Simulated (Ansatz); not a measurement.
`NC(=O)N[SiH3]` → `NC(N)=O` + `[SiH2]`  (silylene loss)

Gas-phase electronic energies from Ansatz, PBE0-D4/def2-TZVP geometries. CCSD(T)/CBS adds triple-zeta CCSD(T) − MP2 to the extrapolated MP2 energy (def2 sets, frozen cores). This one scheme is used for every species. DFT in def2-TZVPP. One conformer a species, not always the lowest.

```csv
level,ΔE (kcal/mol)
ωB97M-V,67.8
r2SCAN,72.6
HF/def2-TZVPP,65.6
MP2/def2-TZVPP,72.8
SCS-MP2/def2-TZVPP,70.1
CCSD(T)/def2-TZVPP,67.6
HF/def2-QZVPP,66.0
MP2/def2-QZVPP,73.9
```

(1) What does CCSD(T)/CBS give? (Best estimate.)

Largest T1 diagnostic among the species: 0.014.

## Answers

(1) Ansatz gave: +69.3 kcal/mol. The listed levels differ from it by -1.5, 3.3, -3.7, 3.5, 0.8, -1.7, -3.3, 4.6 kcal/mol.

From PBE to PBE0 (25 % exact exchange), in def2-TZVPP and without D4, ΔE moves by +2.8 kcal/mol. The D4 term adds +3.3 kcal/mol with B3LYP and +1.8 kcal/mol with PBE0; it sums over pairs of atoms, weighted by their polarisabilities, and B3LYP, whose exchange is more repulsive, gets the larger term.

B3LYP here is the variant with VWN-RPA as its local correlation; programs differ in this.

CCSD(T)/CBS has its own doubt, a few kJ/mol and more with outer-core shells, so smaller differences from it don't rank the levels.
